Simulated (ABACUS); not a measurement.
## Ta under changes of volume

One of the cells (18.010 Å³/atom); the others are scaled copies at fixed shape and fractional positions:

```
CELL_PARAMETERS angstrom
-1.65128 1.65128 1.65128
1.65128 -1.65128 1.65128
1.65128 1.65128 -1.65128
ATOMIC_POSITIONS crystal
Ta 0.00000 0.00000 0.00000
```

| Quantity | Value |
| --- | --- |
| Program | ABACUS 3.10.1 |
| Functional | PBE |
| Potentials or basis | PseudoDojo NC SR 0.4.1 PBE standard |
| Cutoff | 1361 eV |
| Density cutoff | 5442 eV |
| Basis | DZP LCAO (the cutoffs set its grid) |
| k mesh | 11 × 11 × 11 |
| Occupations | fermi-dirac, width 0.05 eV |
| Spin | no spin polarisation |

```csv
volume (Å³/atom),energy over the lowest point (meV/atom),pressure (GPa)
16.930,66.00,17.6
17.290,32.94,12.1
17.650,11.74,7.2
18.010,1.15,2.8
18.371,0.00,-1.2
18.731,?,?
19.091,21.93,-8.0
```

What does the run at 18.731 Å³/atom give?

Energy over the lowest point 7.19 meV/atom; pressure -4.7 GPa.

Worked out: A Birch-Murnaghan fit of order 3 (a polynomial in V^(-2/3)) to the other rows has its minimum at 18.24 Å³/atom with B0 = V·E''(V) = 197 GPa and B' = 4.9. It gives 7.23 meV/atom at 18.731 Å³/atom, against the run's 7.19, and -dE/dV = -4.9 GPa, against -4.7.

Energies are extrapolated to zero smearing.

Caveats: the atomic orbitals were generated for these runs and aren't a published set; the basis of atomic orbitals isn't converged, which shifts pressures, moduli and gaps.
